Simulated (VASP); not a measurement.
# Hg (C2/m) in VASP: settings compared, part 2 of 2

VASP 6.6.1. Earlier steps stand in the parts before.

### 4 Single point, r2SCAN

Input file INCAR:

```
SYSTEM = Hg
PREC = Accurate
ENCUT = 900
EDIFF = 1E-8
ISMEAR = 0
SIGMA = 0.05
LREAL = .FALSE.
LASPH = .TRUE.
NELM = 100
ALGO = Normal
ISIF = 2
LWAVE = .FALSE.
LCHARG = .FALSE.
METAGGA = R2SCAN
LMIXTAU = .TRUE.
NBANDS = 12
ADDGRID = .FALSE.
```

Input file KPOINTS:

```
Automatic mesh
0
G
  11 11 11
  0 0 0
```

Input file POSCAR:

```
Hg
1.0
    2.1243184923     -2.6725824964      0.0000000000
    2.1243184923      2.6725824964      0.0000000000
   -2.1151288124      0.0000000000      2.8921990043
Hg
1
Direct
    0.0000000000      0.0000000000      0.0000000000
```

Potentials or basis: VASP PAW PBE potentials, release 64 (Hg).

Command:

```console
cat potpaw_PBE.64/Hg/POTCAR > POTCAR
mpirun -np 1 vasp_std > vasp.out
```

OUTCAR:

```text
SYSTEM = Hg
   PREC = Accurate
   ENCUT = 900
   EDIFF = 1E-8
   ISMEAR = 0
   LREAL = .FALSE.
   LASPH = .TRUE.
   NELM = 100
   ISIF = 2
   METAGGA = R2SCAN

 ion  position               nearest neighbor table
   1  0.000  0.000  0.000-

  LATTYP: Found a base centered monoclinic cell.
 ALAT       =     4.2486369846
 B/A-ratio  =     1.2580893619
 C/A-ratio  =     0.8433521464
 COS(beta)  =    -0.5903074188

  Lattice vectors:

 A1 = (   2.1243184923,  -2.6725824964,   0.0000000000)
 A2 = (   2.1243184923,   2.6725824964,   0.0000000000)
[... 542 lines left out ...]

 [... further k-points ...]

------------------------ aborting loop because EDIFF is reached ----------------------------------------

  FORCE on cell =-STRESS in cart. coord.  units (eV):
  Direction    XX          YY          ZZ          XY          YZ          ZX
  --------------------------------------------------------------------------------------
  -------------------------------------------------------------------------------------
  Total       -0.3421362     -0.2500836     -0.3737236      0.0000000      0.0000000      0.0002208
  in kB      -16.6917069    -12.2007597    -18.2327491      0.0000000      0.0000000      0.0107708
  external PRESSURE =     -15.7084052 kB  Pullay stress =       0.0000000 kB

 VOLUME and BASIS-vectors are now :
 -----------------------------------------------------------------------------
  energy-cutoff  :      900.00
  volume of cell :       32.84
      direct lattice vectors                 reciprocal lattice vectors
     2.124318492 -2.672582496  0.000000000     0.235369603 -0.187084964  0.172130973
     2.124318492  2.672582496  0.000000000     0.235369603  0.187084964  0.172130973
    -2.115128812  0.000000000  2.892199004     0.000000000  0.000000000  0.345757674

 POSITION                                       TOTAL-FORCE (eV/Angst)
 -----------------------------------------------------------------------------------
      0.00000      0.00000      0.00000         0.000000      0.000000      0.000000
 -----------------------------------------------------------------------------------
    total drift:                                0.000000     -0.000000     -0.000000

  FREE ENERGIE OF THE ION-ELECTRON SYSTEM (eV)
  ---------------------------------------------------
  free  energy   TOTEN  =       -49.3230362629 eV

  energy  without entropy=      -49.3226105970  energy(sigma->0) =      -49.32282343
```

OSZICAR:

```text
N       E                     dE             d eps       ncg     rms          rms(c)
DAV:   1     0.455555000319E+02    0.45556E+02   -0.84651E+03  8800   0.145E+03
DAV:   2    -0.512213215218E+02   -0.96777E+02   -0.89633E+02  9392   0.263E+02
DAV:   3    -0.532566669170E+02   -0.20353E+01   -0.20335E+01 10416   0.426E+01
[... 13 lines left out ...]
DAV:  17    -0.493230353582E+02   -0.45079E-05   -0.26359E-06  8932   0.176E-02    0.430E-03
DAV:  18    -0.493230361507E+02   -0.79249E-06   -0.90440E-07  8864   0.107E-02    0.949E-04
DAV:  19    -0.493230361885E+02   -0.37889E-07   -0.49564E-08  9324   0.315E-03    0.497E-04
DAV:  20    -0.493230362533E+02   -0.64738E-07   -0.61188E-09  9268   0.103E-03    0.295E-04
DAV:  21    -0.493230362629E+02   -0.96366E-08   -0.32698E-09  6636   0.652E-04
   1 F= -.49323036E+02 E0= -.49322823E+02  d E =-.425666E-03
```

stdout:

```text
POSCAR found type information on POSCAR Hg
 POSCAR found :  1 types and       1 ions
 scaLAPACK will be used
 -----------------------------------------------------------------------------
|                                                                             |
|                                                                             |
|     You enforced a specific xc type in the INCAR file but a different       |
|     I HOPE YOU KNOW WHAT YOU ARE DOING!                                     |
|                                                                             |
 -----------------------------------------------------------------------------

 LDA part: xc-table for (None), standard interpolation
 POSCAR, INCAR and KPOINTS ok, starting setup
 FFT: planning ... GRIDC
 FFT: planning ... GRID_SOFT
 FFT: planning ... GRID
 WAVECAR not read
 entering main loop
```

Wall time 20 min (1 thread of Intel Xeon Platinum 8259CL at 2.50GHz (Skylake/Cascade Lake), shared host); peak memory 0.46 GiB.

Results:

* Free energy: -49.3230 eV
* Pressure: -1.6 GPa
* Band gap on the k mesh: none (metal or under the smearing width)

Levels at points of the mesh, in eV from the Fermi level:
```tsv
k point	band 4	band 5	band 6	band 7	band 8	band 9
(0.00, 0.00, 0.00)	-6.62	-6.31	-6.19	12.05	12.26	12.70
```

Caveat: the PAW data sets were made with another functional, which shifts forces and pressure a little.

### 5 Single point, r2SCAN

Changes to INCAR since step 4:

```diff
@@ -2,6 +2,6 @@
 PREC = Accurate
-ENCUT = 900
-EDIFF = 1E-8
+ENCUT = 220
+EDIFF = 1E-6
 ISMEAR = 0
-SIGMA = 0.05
+SIGMA = 0.1
 LREAL = .FALSE.
```

Input file KPOINTS:

```
Automatic mesh
0
G
  2 2 2
  0 0 0
```

POSCAR is that of step 4.

Potentials or basis: VASP PAW PBE potentials, release 64 (Hg).

Command:

```console
cat potpaw_PBE.64/Hg/POTCAR > POTCAR
mpirun -np 1 vasp_std > vasp.out
```

OUTCAR:

```text
SYSTEM = Hg
   PREC = Accurate
   ENCUT = 220
   EDIFF = 1E-6
   ISMEAR = 0
   LREAL = .FALSE.
   LASPH = .TRUE.
   NELM = 100
   ISIF = 2
   METAGGA = R2SCAN

 Found      6 irreducible k-points:

 Following reciprocal coordinates:
            Coordinates               Weight
  0.000000  0.000000  0.000000      1.000000
  0.500000  0.000000  0.000000      2.000000
  0.500000  0.500000  0.000000      1.000000
  0.000000  0.000000  0.500000      1.000000
  0.500000  0.000000  0.500000      2.000000
  0.500000  0.500000  0.500000      1.000000
   k-points           NKPTS =      6   k-points in BZ     NKDIM =      6   number of bands    NBANDS=     12
[... 165 lines left out ...]

  FORCE on cell =-STRESS in cart. coord.  units (eV):
  Direction    XX          YY          ZZ          XY          YZ          ZX
  --------------------------------------------------------------------------------------
  -------------------------------------------------------------------------------------
  Total        0.6617263      1.7005622      0.8338599      0.0000000      0.0000000      0.0087933
  in kB       32.2834604     82.9648617     40.6812954      0.0000000      0.0000000      0.4289980
  external PRESSURE =      51.9765392 kB  Pullay stress =       0.0000000 kB

 VOLUME and BASIS-vectors are now :
 -----------------------------------------------------------------------------
  energy-cutoff  :      220.00
  volume of cell :       32.84
      direct lattice vectors                 reciprocal lattice vectors
     2.124318492 -2.672582496  0.000000000     0.235369603 -0.187084964  0.172130973
     2.124318492  2.672582496  0.000000000     0.235369603  0.187084964  0.172130973
    -2.115128812  0.000000000  2.892199004     0.000000000  0.000000000  0.345757674

 POSITION                                       TOTAL-FORCE (eV/Angst)
 -----------------------------------------------------------------------------------
      0.00000      0.00000      0.00000         0.000000     -0.000000      0.000000
 -----------------------------------------------------------------------------------
    total drift:                                0.000000      0.000000      0.000000

  FREE ENERGIE OF THE ION-ELECTRON SYSTEM (eV)
  ---------------------------------------------------
  free  energy   TOTEN  =       -47.9076820138 eV

  energy  without entropy=      -47.8830283185  energy(sigma->0) =      -47.89535517
```

stdout:

```text
POSCAR found type information on POSCAR Hg
 POSCAR found :  1 types and       1 ions
 scaLAPACK will be used
 -----------------------------------------------------------------------------
|                                                                             |
|                                                                             |
|     You enforced a specific xc type in the INCAR file but a different       |
|     I HOPE YOU KNOW WHAT YOU ARE DOING!                                     |
|                                                                             |
 -----------------------------------------------------------------------------

 LDA part: xc-table for (None), standard interpolation
 POSCAR, INCAR and KPOINTS ok, starting setup
 FFT: planning ... GRIDC
 FFT: planning ... GRID_SOFT
 FFT: planning ... GRID
 WAVECAR not read
 entering main loop
```

It took 13 s on 1 thread of Intel Xeon Platinum 8259CL at 2.50GHz (Skylake/Cascade Lake), shared host; peak memory 0.11 GiB.

The run converged, but a check on its numbers failed (symmetry, net force, bounds or a known fault of this set-up), so they aren't taken as properties of the crystal.

Caveat: the k mesh is coarse (spacing up to 1.09 Å⁻¹), so the values aren't converged; the cutoff lies under the usual one of these potentials, so the numbers hold a large basis-set error; the PAW data sets were made with another functional, which shifts forces and pressure a little.

### 6 The reference run

An earlier run on the cell as given: functional PBE; potentials or basis VASP PAW PBE potentials, release 64 (Hg); cutoff 520 eV; k mesh 9 × 9 × 9; occupations fermi-dirac, width 0.05 eV; no spin polarisation.

- Pressure: -0.5 GPa
- Band gap on the k mesh: none (metal or under the smearing width)

### 7 The runs side by side

```tsv
level	k mesh	cutoff (eV)	smearing	gap on the mesh (eV)	pressure (GPa)
PBE	9 × 9 × 9	500	gaussian 0.05 eV	none	-0.5
r2SCAN	11 × 11 × 11	900	gaussian 0.05 eV	none	-1.6
PBE	9 × 9 × 9	520	fermi-dirac 0.05 eV	none	-0.5
```

Alike in all rows: task single point; potentials or basis VASP PAW PBE potentials, release 64 (Hg); no spin polarisation; cell as given.

Every run on the cell as given and a fine mesh finds a metal. The pressure there spans -1.6 GPa (r2SCAN) to -0.5 GPa (PBE); a positive pressure means that this level wants a larger cell, a negative one a smaller.

Caveats: the PAW data sets were made with another functional, which shifts forces and pressure a little (some runs).

Absolute energies hang on the potentials; compare differences alone.
